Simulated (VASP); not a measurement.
# Hf, density of states: which settings are enough?

Hf, Im-3m (no. 229), 1 atom in the cell. AM05; PAW potentials Hf_pv (PBE set). VASP 6.6.1.

Wanted: density of states by 0.5 eV bins within 8 %; centre of the states within 12 eV below the valence top within 0.03 eV; states at the Fermi level within 8 %.

What the run is for: density of states; Accuracy asked: standard; k mesh of the density: 12 × 12 × 12.

POSCAR:
```
Hf
1.0
   -1.8050000000      1.8050000000      1.8050000000
    1.8050000000     -1.8050000000      1.8050000000
    1.8050000000      1.8050000000     -1.8050000000
Hf
1
Direct
    0.0000000000      0.0000000000      0.0000000000
```

The series start from Plane-wave cutoff (eV): 250; k-point mesh: 14 × 14 × 14; Energy points (NEDOS): 2001; Occupations for the DOS: ISMEAR=-5; Electronic threshold (eV): 1e-6; Precision mode (PREC): Accurate. Each series keeps the choices made before it, and each single choice may use up half of a tolerance. Times cover all steps of a run.

## Plane-wave cutoff (eV)

| Plane-wave cutoff (eV) | Density of states by 0.5 eV bins, largest deviation against the largest value | Centre of the states within 12 eV below the valence top (eV) | States at the Fermi level (states/eV/atom) | Time (s) |
|---|---|---|---|---|
| 180 | 2.4 % | -1.785 | 1.78 | 5.7 |
| 220 | 0.34 % | -1.763 | 1.813 | 6.7 |
| 250 | 0.22 % | -1.762 | 1.816 | 6.8 |
| 290 | 0.12 % | -1.762 | 1.817 | 10 |
| 350 | 0.097 % | -1.762 | 1.817 | 12 |
| 440 (reference) | 0 % | -1.761 | 1.818 | 15 |

Chosen: 220, the loosest value from which every tighter one stays within half of the tolerance.

## k-point mesh

| k-point mesh | Density of states by 0.5 eV bins, largest deviation against the largest value | Centre of the states within 12 eV below the valence top (eV) | States at the Fermi level (states/eV/atom) | Time (s) |
|---|---|---|---|---|
| 6 × 6 × 6 | 11 % | -1.786 | 1.84 | 4.8 |
| 8 × 8 × 8 | 11 % | -1.776 | 1.761 | 5.1 |
| 9 × 9 × 9 | 8.2 % | -1.776 | 2.012 | 5.2 |
| 12 × 12 × 12 | 4.8 % | -1.775 | 1.839 | 6.2 |
| 14 × 14 × 14 | 2.5 % | -1.763 | 1.813 | 6.7 |
| 17 × 17 × 17 | 1.3 % | -1.765 | 1.894 | 8.8 |
| 21 × 21 × 21 | 0.51 % | -1.767 | 1.903 | 13 |
| 25 × 25 × 25 (reference) | 0 % | -1.766 | 1.944 | 18 |

Chosen: 17 × 17 × 17.

## Energy points (NEDOS)

| Energy points (NEDOS) | Density of states by 0.5 eV bins, largest deviation against the largest value | Centre of the states within 12 eV below the valence top (eV) | States at the Fermi level (states/eV/atom) | Time (s) |
|---|---|---|---|---|
| 301 | 0.68 % | -1.802 | 1.916 | 8.9 |
| 501 | 0.26 % | -1.776 | 1.87 | 8.8 |
| 1001 | 0.31 % | -1.775 | 1.909 | 8.7 |
| 2001 | 0.12 % | -1.765 | 1.894 | 8.8 |
| 4001 (reference) | 0 % | -1.765 | 1.903 | 8.9 |

Chosen: 501.

## Occupations for the DOS

| Occupations for the DOS | Density of states by 0.5 eV bins, largest deviation against the largest value | Centre of the states within 12 eV below the valence top (eV) | States at the Fermi level (states/eV/atom) | Time (s) |
|---|---|---|---|---|
| ISMEAR=-5 | 0 % | -1.776 | 1.87 | 8.8 |
| ISMEAR=-4 | 0 % | -1.776 | 1.87 | 8.4 |
| ISMEAR=0 SIGMA=0.05 | 3.9 % | -1.803 | 2.109 | 6.4 |
| ISMEAR=0 SIGMA=0.1 | 3.6 % | -1.793 | 2.084 | 6.4 |
| ISMEAR=-15 SIGMA=0.025 | 0.18 % | -1.778 | 1.87 | 9.2 |
| ISMEAR=1 SIGMA=0.1 | 4 % | -1.800 | 2.096 | 6.3 |

Chosen: ISMEAR=-5; no other choice that stays within half of the tolerance saves 30 % of the time.

## Electronic threshold (eV)

| Electronic threshold (eV) | Density of states by 0.5 eV bins, largest deviation against the largest value | Centre of the states within 12 eV below the valence top (eV) | States at the Fermi level (states/eV/atom) | Time (s) |
|---|---|---|---|---|
| 0.001 | 0.29 % | -1.775 | 1.864 | 7.4 |
| 0.0001 | 0.089 % | -1.776 | 1.871 | 7.5 |
| 1e-5 | 0.089 % | -1.776 | 1.871 | 7.6 |
| 1e-6 (reference) | 0 % | -1.776 | 1.87 | 8.8 |

Chosen: 0.001.

## Precision mode (PREC)

| Precision mode (PREC) | Density of states by 0.5 eV bins, largest deviation against the largest value | Centre of the states within 12 eV below the valence top (eV) | States at the Fermi level (states/eV/atom) | Time (s) |
|---|---|---|---|---|
| Normal | 0.0045 % | -1.775 | 1.864 | 6.1 |
| Accurate (reference) | 0 % | -1.775 | 1.864 | 7.4 |

Chosen: Normal.

## All choices together

| Input | Density of states by 0.5 eV bins, largest deviation against the largest value | Centre of the states within 12 eV below the valence top (eV) | States at the Fermi level (states/eV/atom) | Time (s) |
|---|---|---|---|---|
| defaults for smearing, thresholds and mesh (naive) | 37 % | -1.924 | 1.462 | 4.1 |
| chosen settings | 1.3 % | -1.775 | 1.864 | 6.1 |
| reference settings throughout | 0 % | -1.764 | 1.958 | 35 |

The tolerance is met.

## The input

INCAR.step1:
```
SYSTEM = Hf
GGA = AM ; ISMEAR = 1
SIGMA = 0.1 ; LWAVE = .FALSE.
LCHARG = .TRUE. ; NBANDS = 19
PREC = Normal ; LASPH = .TRUE.
LREAL = .FALSE. ; ALGO = Normal
EDIFF = 0.001 ; NELM = 120
GGA_COMPAT = .FALSE. ; ENCUT = 220
LMAXMIX = 4
```

INCAR.step2, as INCAR.step1 but for:
```
- ISMEAR = 1
- SIGMA = 0.1
- LCHARG = .TRUE.
+ ISMEAR = -5
+ LCHARG = .FALSE.
+ NEDOS = 501
+ LORBIT = 11
+ EMIN = -12.8551
+ EMAX = 12.1449
+ ICHARG = 11
```

KPOINTS.step1:
```
k-points
0
Gamma
  12 12 12
```

KPOINTS.step2:
```
Automatic mesh
0
Gamma
  17 17 17
  0 0 0
```

Commands (each step's output is kept before the next begins):
```
cat potpaw_PBE.64/Hf_pv/POTCAR > POTCAR
cp INCAR.step1 INCAR
cp KPOINTS.step1 KPOINTS
mpirun -np 1 vasp_std > vasp.out
cp INCAR.step2 INCAR
cp KPOINTS.step2 KPOINTS
mpirun -np 1 vasp_std > vasp.out
```

The chosen input took VASP 6.6.1 6.1 s on 1 core (Intel Xeon 6975P-C (Granite Rapids)), a shared host.

## An input that fails: tetrahedra on too few k points

VASP's message: IBZKPT: tetrahedron method fails for NKPT<4. NKPT = 1.

k mesh: 14 × 14 × 14 becomes 1 × 1 × 1.

Changes against the starting input:
```
(step 2)
- NELM = 120
+ NELM = 55
```
